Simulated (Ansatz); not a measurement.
## BN in Ansatz: convergence with xc grid

BN:

```
N B
1.0
     1.25112    0.72234    3.37293
    -1.25112    0.72234    3.37293
     0.00000   -1.44467    3.37293
N B
1 1
Direct
  0.61428 0.66315 0.72081
  0.03294 0.96662 0.00753
```

The cell is a database's computed one.

The cell isn't the ideal one: atoms moved at random, drawn with an rms of 0.1 Å.

- Program: Ansatz 0.2.0
- Task: convergence study
- Functional: PBEsol
- Potentials or basis: all-electron LAPW, scalar-relativistic
- Cutoff: 687 eV (chosen from the basis error)
- Basis error allowed: 0.001 eV/atom
- k mesh: 7 × 7 × 7
- Occupations: fermi-dirac, width 0.05 eV
- Spin: no spin polarisation

These are the settings of the first run; the series varies xc grid, with any setting tied to it.

Hardware: 1 thread of Arm Neoverse V2, on a shared host.

```csv
xc grid,"energy less the tightest run, at zero smearing (meV/atom)",SCF cycles,CPU time (s),peak memory (GiB)
1,0.00,7,35,0.46
2,0.00,7,36,0.46
3,0.00,7,36,0.46
4,0.00,7,37,0.46
```

Against the tightest run, the energy stays within 1 meV/atom from 1 on. The tightest run that finished is the yardstick and may itself not be fully converged.

Caveat, for the tightest run too: the k mesh is coarse (spacing up to 0.42 Å⁻¹), so the values aren't converged.
